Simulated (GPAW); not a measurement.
Runs of GPAW 26.7.0 on BaTiO3 (Barioperovskite). The structure is orthorhombic, space group Amm2 (No. 38). The conventional cell has a = 3.986 Å, b = 5.674 Å, c = 5.690 Å, α = 90.00°, β = 90.00°, γ = 90.00°. O (site symmetry mm2) has 2 Ti at 2.00 Å as nearest neighbours. Around Ba (site symmetry mm2) lie 12 O at 2.77 to 2.92 Å. Around Ti (site symmetry mm2) lie 6 O at 1.93 to 2.09 Å. O (site symmetry m) is surrounded by 2 Ti at 1.93 to 2.09 Å. 

```csv
task,level,potentials or basis,cutoff (eV),smearing,maxiter,convergence,response ecut,response k mesh,response bands,gap on the mesh (eV),pressure (GPa),largest force (eV/Å)
single point,r2SCAN,"GPAW PAW data sets (gpaw-data 1.2.1), pw",650,fermi-dirac 0.05 eV,120,default,-,-,-,2.26,-1.3,(b)
single point,TB-mBJ,"GPAW PAW data sets for LDA (gpaw-data 1.2.1), pw",800,fermi-dirac 0.05 eV,150,-,-,-,-,(a),-,-
dielectric tensor,LDA,"the program's PAW data sets (release 1.2.1) made for this functional, pw",600,fermi-dirac 0.001 eV,150,-,80 eV,9 × 9 × 9,60,1.80,-,-
single point,LDA,"the program's PAW data sets (release 1.2.1) made for this functional, pw",600,fermi-dirac 0.05 eV,120,default,-,-,-,1.80,-11.8,0.31
```

Alike in all rows: no spin polarisation; cell as given; k mesh 6 × 6 × 6.

Estimate the missing entries.

(a) 2.62; (b) 0.28.

Caveats: spin-orbit coupling is left out, which moves the levels of the heavy elements; the cutoff is short for stress and forces, so pressures can be off by a GPa or more (some runs); the PAW data sets were made with another functional, which shifts forces and pressure a little (some runs); a model potential gives levels but no total energy (some runs); the long-wavelength limit can be off by several per cent where d states take part (some runs); an odd mesh through Γ misses points on the zone boundary, where band edges often lie (some runs).

A k mesh can miss the band edges, and the runs leave out spin-orbit coupling on Ba.
